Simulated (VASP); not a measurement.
# Mg: intraband terms of a metal's spectrum

Mg, P6/mmm (no. 191), 1 atom in the cell. PBE, independent-particle dielectric function; PAW potentials Mg (PBE set).

## Input

INCAR.step1:
```
PREC     = Accurate       # precision mode
ENCUT    = 230            # plane-wave cutoff, eV
ISMEAR   = 1              # smearing method
SIGMA    = 0.1            # smearing width, eV
EDIFF    = 1E-7           # SCF threshold, eV
LASPH    = T              # aspherical terms in the spheres
KPAR     = 4            
LWAVE    = F              # write WAVECAR
LCHARG   = T              # write CHGCAR
LMAXMIX  = 4              # l up to which the mixer works
```

INCAR.step2:
```
PREC     = Accurate       # precision mode
ENCUT    = 230            # plane-wave cutoff, eV
ISMEAR   = 0              # smearing method
SIGMA    = 0.3            # smearing width, eV
EDIFF    = 1E-6           # SCF threshold, eV
LASPH    = T              # aspherical terms in the spheres
KPAR     = 4            
LWAVE    = T              # write WAVECAR
LCHARG   = F              # write CHGCAR
LMAXMIX  = 4              # l up to which the mixer works
ICHARG   = 11             # starting density
NBANDS   = 15             # bands
NEDOS    = 3000           # points of the DOS
OMEGAMAX = 30           
CSHIFT   = 0.1           
```

INCAR.step3, as INCAR.step2 but for:
```
- LWAVE = T
+ LWAVE = F
+ LOPTICS = T
+ ALGO = None
+ NELM = 1
+ ISTART = 1
```

INCAR.step4, as INCAR.step3 but for:
```
+ WPLASMAI = 0.03
```

INCAR.step5 to INCAR.step6 change the same tag again: WPLASMAI = 0.1, 0.3.

INCAR.step7, as INCAR.step6 but for:
```
- WPLASMAI = 0.3
+ RTIME = 20
```

INCAR.step8, as INCAR.step7 but for:
```
- RTIME = 20
+ RTIME = 1
```

INCAR.step9, as INCAR.step8 but for:
```
- RTIME = 1
+ LNABLA = T
```

INCAR.step10, as INCAR.step9 but for:
```
- ISMEAR = 0
- LNABLA = T
+ ISMEAR = -5
```

KPOINTS.step1:
```
k-points
0
Gamma
  10 10 9
```

KPOINTS.step2:
```
k-points
0
Gamma
  20 20 18
```

POSCAR:
```
Mg
1.0
    3.0502998005      0.0000000000      0.0000000000
   -1.5251499003      2.6416371164      0.0000000000
    0.0000000000      0.0000000000      3.0448375700
Mg
1
Direct
    0.0000000000      0.0000000000      0.0000000000
```

Commands (each step's output is kept before the next begins):
```
cat potpaw_PBE.64/Mg/POTCAR > POTCAR
cp INCAR.step1 INCAR
cp KPOINTS.step1 KPOINTS
mpirun -np 4 vasp_std > vasp.out
cp INCAR.step2 INCAR
cp KPOINTS.step2 KPOINTS
mpirun -np 4 vasp_std > vasp.out
cp INCAR.step3 INCAR
mpirun -np 4 vasp_std > vasp.out
cp INCAR.step4 INCAR
mpirun -np 4 vasp_std > vasp.out
cp INCAR.step5 INCAR
mpirun -np 4 vasp_std > vasp.out
cp INCAR.step6 INCAR
mpirun -np 4 vasp_std > vasp.out
cp INCAR.step7 INCAR
mpirun -np 4 vasp_std > vasp.out
cp INCAR.step8 INCAR
mpirun -np 4 vasp_std > vasp.out
cp INCAR.step9 INCAR
mpirun -np 4 vasp_std > vasp.out
cp INCAR.step10 INCAR
mpirun -np 4 vasp_std > vasp.out
```

## Result

- Bands: 15

One ground state, settings moved in the last step alone:

| Settings | Plasma frequency (eV) | Im ε at 0.5 eV | Im ε at 1 eV | Im ε at 2 eV | Im ε at 4 eV | Time (s) |
|---|---|---|---|---|---|---|
| interband part alone | 8.78 | 69.3 | 19.5 | 2.7 | 0.3 | 5 |
| Drude term, WPLASMAI 0.03 | 8.78 | 87.8 | 21.8 | 3.0 | 0.3 | 5 |
| Drude term, WPLASMAI 0.1 | 8.78 | 128.7 | 27.1 | 3.6 | 0.4 | 5 |
| Drude term, WPLASMAI 0.3 | 8.78 | 205.5 | 40.7 | 5.5 | 0.6 | 5 |
| relaxation time RTIME 20 fs | 8.78 | 89.6 | 22.0 | 3.0 | 0.3 | 5 |
| relaxation time RTIME 1 fs | 8.78 | 218.0 | 54.9 | 8.4 | 1.0 | 5 |
| transversal form (LNABLA) | 8.76 | 69.1 | 19.4 | 2.7 | 0.3 | 5 |
| tetrahedron method | – | – | – | – | – | no result |

VASP 6.6.1 took 43 s on 4 cores (Intel Xeon Platinum 8259CL @ 2.50GHz (Skylake/Cascade Lake)), a shared host.
